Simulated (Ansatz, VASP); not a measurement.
## ZnH2: VASP beside Ansatz

Contents of INCAR:

```
PREC     = Accurate       # precision mode
ENCUT    = 600            # plane-wave cutoff, eV
EDIFF    = 1E-6           # SCF threshold, eV
ISMEAR   = 0              # smearing method
SIGMA    = 0.1            # smearing width, eV
LREAL    = F              # projectors in reciprocal space
LASPH    = T              # aspherical terms in the spheres
NELM     = 60             # most SCF steps
ALGO     = Normal         # electronic algorithm
ISIF     = 3              # what is computed and relaxed
LWAVE    = F              # write WAVECAR
LCHARG   = F              # write CHGCAR
GGA      = PE             # functional
IBRION   = 2              # ionic algorithm
NSW      = 90             # ionic steps
EDIFFG   = -0.04          # ionic threshold
```

File KPOINTS:

```
Automatic mesh
0
Gamma
  6 6 6
```

Contents of POSCAR:

```
ZnH2
1.0
    2.8356845395      0.0000000000      0.0000000000
    0.0000000000      2.8356845395      0.0000000000
    0.0000000000      0.0000000000      3.3626602617
Zn H
1 2
Direct
    0.5000000000      0.5000000000      0.0000000000
    0.0000000000      0.0000000000      0.0000000000
    0.5000000000      0.5000000000      0.5000000000
```

Input for Ansatz:

```yaml
crystal:
  lattice:
    - [2.8356845395, 0.0, 0.0]
    - [0.0, 2.8356845395, 0.0]
    - [0.0, 0.0, 3.3626602617]
  atoms:
    - { symbol: Zn, position: [0.5, 0.5, 0.0] }
    - { symbol: H, position: [0.0, 0.0, 0.0] }
    - { symbol: H, position: [0.5, 0.5, 0.5] }
basis:
  ecutwfc: 420
kpoints:
  mp_grid: { grid: [6, 6, 6] }
hamiltonian:
  xc: pbe
scf:
  occupations: { method: gaussian, width: 0.1 }
  lower_state_search: "off"
output:
  forces: true
  stress: true
  eigenvalues: true
relax:
  adjacent_minimum: "off"
  f_tol: 0.04
  max_steps: 70
  cell: { stress_tol: 0.4 }
```

Alike in both runs: task relaxation of cell and atoms; functional PBE; k mesh 6 × 6 × 6; occupations gaussian, width 0.1 eV; no spin polarisation.

```csv
,VASP,Ansatz
version,VASP 6.6.1,Ansatz 0.2.0
potentials or method,"VASP PAW PBE potentials, release 64 (Zn, H)","scalar-relativistic, plane waves, PAW"
plane-wave cutoff (eV),600,420
valence electrons in the cell,14,14
```

VASP gave:

```
gap on the k mesh at the Fermi level, each at its own relaxed structure (eV) : none
relaxed volume (Å³/atom)                                                     : 9.03
relaxed cell length with the largest relative difference (Å)                 : 3.370
```

Problem. Which values does Ansatz return?

Solution. gap on the k mesh at the Fermi level, each at its own relaxed structure (eV): none; relaxed volume (Å³/atom): 9.02; relaxed cell length with the largest relative difference (Å): 3.366.

A gap of «none» marks a metal or a gap that the smearing closes.

Caveats: the k mesh is coarse (spacing up to 0.37 Å⁻¹), so the values aren't converged.
